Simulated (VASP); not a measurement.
Zn:

```
Zn
1.0
     0.00000    1.96478    1.96478
     1.96478    0.00000    1.96478
     1.96478    1.96478    0.00000
Zn
1
Direct
  0.00000 0.00000 0.00000
```

This isn't the form of Zn at room conditions, which is hcp.

* Program: VASP 6.6.1
* Task: single point
* Functional: PBEsol
* Potentials or basis: VASP PAW PBE potentials, release 64 (Zn)
* Cutoff: 520 eV
* k mesh: 12 × 12 × 12
* Occupations: fermi-dirac, width 0.05 eV
* Spin: no spin polarisation

On this cell: pressure -4.9 GPa; band gap on the k mesh none (metal or under the smearing width).

The same run follows on a disturbed copy (cell strained at random at fixed volume):

```xyz
1
Lattice="0.0040 2.0046 1.9670 1.9567 -0.0043 1.9753 1.9274 1.9836 0.0249" Properties=species:S:1:pos:R:3 pbc="T T T"
Zn    0.0418   -0.0358   -0.0315
```

**Question.** What changes?

**Answer.** The energy (extrapolated to zero smearing) moves by -0.1 meV/atom; pressure -4.7 GPa; band gap on the k mesh none (metal or under the smearing width).

Stress tensor (GPa, compression positive):
```
-4.60 -0.69  0.62
-0.69 -5.31  0.48
 0.62  0.48 -4.25
```

Caveats: the PAW data sets were made with another functional, which shifts forces and pressure a little.
